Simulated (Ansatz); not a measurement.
## A series in volume scale on NbH2

Periodic Kohn-Sham DFT of a crystal at fixed atoms, scaled to volume_scale times the given cell; pressure positive in compression, energy less spherical unpolarised free atoms, largest_vzz the field gradient of largest size among the nuclei. The results are calculated, by Ansatz 0.2.0.

The cell before it is scaled or strained (space group Fm-3m, No. 225):
```
CELL_PARAMETERS angstrom
0.00000 2.28150 2.28150
2.28150 0.00000 2.28150
2.28150 2.28150 0.00000
ATOMIC_POSITIONS crystal
Nb 0.00000 0.00000 0.00000
H 0.25000 0.25000 0.25000
H 0.75000 0.75000 0.75000
```

Settings of every row: method all-electron LAPW; functional LDA; relativity scalar; k mesh 15x15x15; filling fermi-dirac; smearing width 0.03 eV; basis error target 1 meV/atom; nucleus gaussian.

Atom start moment: 0 on all atoms.

```
row  volume scale  V (Å³/atom)  pressure (GPa)  energy less free atoms (eV/atom)
  1          0.94        7.442           3.507                           -6.4251
  2          0.96          7.6               ?                                 ?
  3          0.98        7.759          -4.694                           -6.4237
  4          0.99        7.838          -6.487                           -6.4209
  5             1        7.917          -8.187                           -6.4173
  6          1.01        7.996          -9.799                           -6.4128
  7          1.02        8.076         -11.328                           -6.4076
  8          1.04        8.234         -14.154                            -6.395
  9          1.06        8.392         -16.694                           -6.3797
```

Question: what pressure and energy less free atoms should row 2 give?

Worked fit of pressure. Take u = (V_r/V)^(2/3) − 1 with V_r = 7.9565 Å³ an atom, which is twice the finite (Eulerian) strain; such expansions in the strain, on which the Birch-Murnaghan equation of state is built, carry the rest volume and the bulk modulus. The shown rows have u = 0.04557, 0.0169, 0.01005, 0.00332, -0.0033, -0.00989, -0.0226, -0.0349. Least squares give pressure = −8.999 + 243.695 × u + 672.76 × u² GPa; a straight line predicts inner rows, each left out in turn, worse (root mean square 0.35 against 0.01 GPa). The rows lie off it by 0.004, -0.006, -0.005, -0.004, -0.003, 0.015, 0.009, -0.009 (root mean square 0.0078 GPa). The pressure vanishes at u = 0.0338, or V = 7.57 Å³ an atom, and there the bulk modulus at fixed shape and fractions is B = −V dP/dV = (2/3)(1 + u) dP/du = 199 GPa. The withheld row has u = 0.03103, so the fit gives −8.999 + 243.695 × (0.03103) + 672.76 × (0.03103)² = -0.789 GPa.

The calculation gave -0.811 GPa. The fit lies 0.022 GPa (2.7 % of the value, 0.11 % of the column's range) above it; its largest miss of a shown row is 0.015 GPa.

Worked fit of energy less free atoms. Take u = (V_r/V)^(2/3) − 1 with V_r = 7.9565 Å³ an atom, which is twice the finite (Eulerian) strain; such expansions in the strain, on which the Birch-Murnaghan equation of state is built, carry the rest volume and the bulk modulus. The shown rows have u = 0.04557, 0.0169, 0.01005, 0.00332, -0.0033, -0.00989, -0.0226, -0.0349. Least squares give energy less free atoms = −6.41518 − 0.67 × u + 9.922 × u² eV/atom; a straight line predicts inner rows, each left out in turn, worse (root mean square 0.0051 against 4e-05 eV/atom). The rows lie off it by 0.0000, 0.0000, 0.0000, 0.0000, 0.0001, 0.0000, 0.0000, 0.0000. Its lowest point lies at u = 0.0338, or V = 7.57 Å³ an atom, and the curvature there gives the bulk modulus at fixed shape and fractions, B = (4/9)(1 + u)² E″(u)/V = 199 GPa. The withheld row has u = 0.03103, so the fit gives −6.41518 − 0.67 × (0.03103) + 9.922 × (0.03103)² = -6.4264 eV/atom.

The calculation gave -6.4264 eV/atom. The fit meets it to the printed digit.
